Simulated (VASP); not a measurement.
Computed with PBE GGA, VASP's PBE PAW potentials (set 64) (plane waves; VASP 6.6.1).

VASP ran on this input.

POSCAR:
```
BaF2
1
   -0.0000000000     2.8585657150     2.8585657150
    2.8585657150     0.0000000000     2.8585657150
    2.8585657150     2.8585657150    -0.0000000000
Ba F
1 2
Direct
  0.0000000000   0.0000000000   0.0000000000
  0.2500000000   0.2500000000   0.2500000000
  0.7500000000   0.7500000000   0.7500000000
```

INCAR:
```
ENCUT=600
LASPH=.True.   ! aspherical one-centre terms
LWAVE=.False.
LMAXMIX=4
SYSTEM=BaF2
ALGO=Normal   ! blocked Davidson
ISIF=3
ISMEAR=0   ! Gaussian
PSTRESS=300
NELM=100
IBRION=2   ! conjugate gradients
GGA=PE   ! PBE
LCHARG=.False.
NSW=40
PREC=Accurate
EDIFFG=-0.01   ! ionic stop
SIGMA=0.05
EDIFF=1E-7   ! SCF stop (eV)
LREAL=.False.   ! projection in real space or not
```

KPOINTS:
```
Automatic mesh
0
Gamma
6 6 6
0 0 0
```

POTCAR, in this order: Ba_sv F (PBE.64 set). Program: vasp_std.

The run wrote:

**OSZICAR**
```
       N       E                     dE             d eps       ncg     rms          rms(c)
DAV:   1     0.173406666000E+03    0.17341E+03   -0.15252E+04   512   0.163E+03
DAV:   2    -0.117203464138E+02   -0.18513E+03   -0.18133E+03   648   0.325E+02
DAV:   3    -0.176893434723E+02   -0.59690E+01   -0.59624E+01   696   0.662E+01
DAV:   4    -0.177753228412E+02   -0.85979E-01   -0.85975E-01   616   0.724E+00
DAV:   5    -0.177783924210E+02   -0.30696E-02   -0.30696E-02   760   0.876E-01    0.115E+01
DAV:   6    -0.159750476001E+02    0.18033E+01   -0.87285E+00   512   0.281E+01    0.688E+00
DAV:   7    -0.159947024850E+02   -0.19655E-01   -0.49981E-01   648   0.604E+00    0.366E+00
DAV:   8    -0.160115481931E+02   -0.16846E-01   -0.74655E-02   512   0.313E+00    0.428E-01
DAV:   9    -0.160148811006E+02   -0.33329E-02   -0.31664E-02   560   0.150E+00    0.149E-01
DAV:  10    -0.160168837843E+02   -0.20027E-02   -0.39126E-03   512   0.563E-01    0.108E-01
DAV:  11    -0.160170020725E+02   -0.11829E-03   -0.29379E-04   624   0.160E-01    0.178E-02
DAV:  12    -0.160170071719E+02   -0.50994E-05   -0.15130E-05   536   0.356E-02    0.617E-03
DAV:  13    -0.160170077836E+02   -0.61164E-06   -0.59230E-06   624   0.208E-02    0.239E-03
DAV:  14    -0.160170080771E+02   -0.29352E-06   -0.46171E-07   592   0.618E-03    0.491E-04
DAV:  15    -0.160170081172E+02   -0.40100E-07   -0.33980E-08   456   0.192E-03
   1 F= -.72694828E+01 E0= -.72694828E+01  d E =-.726948E+01
```

File OUTCAR:
```
------------------------ aborting loop because EDIFF is reached ----------------------------------------
  FORCE on cell =-STRESS in cart. coord.  units (eV):
  Direction    XX          YY          ZZ          XY          YZ          ZX
  --------------------------------------------------------------------------------------
  Total        8.7473518      8.7473518      8.7473518      0.0000000     -0.0000000      0.0000000
  in kB      299.9940493    299.9940493    299.9940493      0.0000000     -0.0000000      0.0000000
  external PRESSURE =      -0.0059507 kB  Pullay stress =     300.0000000 kB
  volume of cell :       46.72
      direct lattice vectors                 reciprocal lattice vectors
     0.000000000  2.858565715  2.858565715    -0.174912893  0.174912893  0.174912893
     2.858565715  0.000000000  2.858565715     0.174912893 -0.174912893  0.174912893
     2.858565715  2.858565715  0.000000000     0.174912893  0.174912893 -0.174912893
 POSITION                                       TOTAL-FORCE (eV/Angst)
 -----------------------------------------------------------------------------------
      0.00000      0.00000      0.00000        -0.000000      0.000000      0.000000
      1.42928      1.42928      1.42928        -0.000000     -0.000000      0.000000
      4.28785      4.28785      4.28785         0.000000     -0.000000     -0.000000
 -----------------------------------------------------------------------------------
    total drift:                               -0.000000     -0.000000      0.000000
  FREE ENERGIE OF THE ION-ELECTRON SYSTEM (eV)
  ---------------------------------------------------
  free  energy   TOTEN  =       -16.0170081172 eV

  energy  without entropy=      -16.0170081172  energy(sigma->0) =      -16.01700812
  enthalpy is  TOTEN    =        -7.2694827675 eV   P V=        8.7475253497

 reached required accuracy - stopping structural energy minimisation
```
(Selected blocks of OUTCAR.)

File OUTCAR:
```
 val. band max:       -0.7730501830   @ k =   0.5000   0.3333   0.1667

 cond. band min:       6.7445983247   @ k =   0.5000   0.5000   0.0000


 Fermi energy:        -0.4745443043

 k-point     1 :       0.0000    0.0000    0.0000
  band No.  band energies     occupation
      1     -23.8862      2.00000
      2     -20.2839      2.00000
      3     -19.4798      2.00000
      4      -7.9724      2.00000
      5      -7.9724      2.00000
      6      -7.9724      2.00000
      7      -3.2814      2.00000
      8      -3.2814      2.00000
      9      -3.2814      2.00000
     10      -1.0748      2.00000
     11      -1.0748      2.00000
     12      -1.0748      2.00000
     13       7.0038      0.00000
     14       9.1306      0.00000
     15       9.1306      0.00000
     16      12.6242      0.00000

 k-point     2 :       0.1667    0.0000    0.0000
  band No.  band energies     occupation
      1     -23.7319      2.00000
      2     -20.3387      2.00000
      3     -19.6863      2.00000
      4      -8.1009      2.00000
      5      -8.0874      2.00000
      6      -8.0874      2.00000
      7      -3.0964      2.00000
      8      -3.0964      2.00000
      9      -2.7474      2.00000
     10      -1.3030      2.00000
     11      -1.0838      2.00000
     12      -1.0838      2.00000
     13       7.7087      0.00000
     14       9.1463      0.00000
     15       9.1463      0.00000
     16      12.2143      0.00000

 k-point     3 :       0.3333    0.0000    0.0000
  band No.  band energies     occupation
      1     -23.3568      2.00000
      2     -20.5529      2.00000
      3     -20.0601      2.00000
      4      -8.2926      2.00000
      5      -8.2926      2.00000
      6      -8.2726      2.00000
      7      -2.8135      2.00000
      8      -2.8135      2.00000
      9      -1.8569      2.00000
     10      -1.5086      2.00000
     11      -1.0151      2.00000
     12      -1.0151      2.00000
     13       8.8463      0.00000
...
```

Unless said otherwise, spin-orbit coupling is left out, though it shifts the bands of the heavy elements here.

The compound is BaF2 in the fluorite structure. It was relaxed first under an external pressure of 30 GPa.
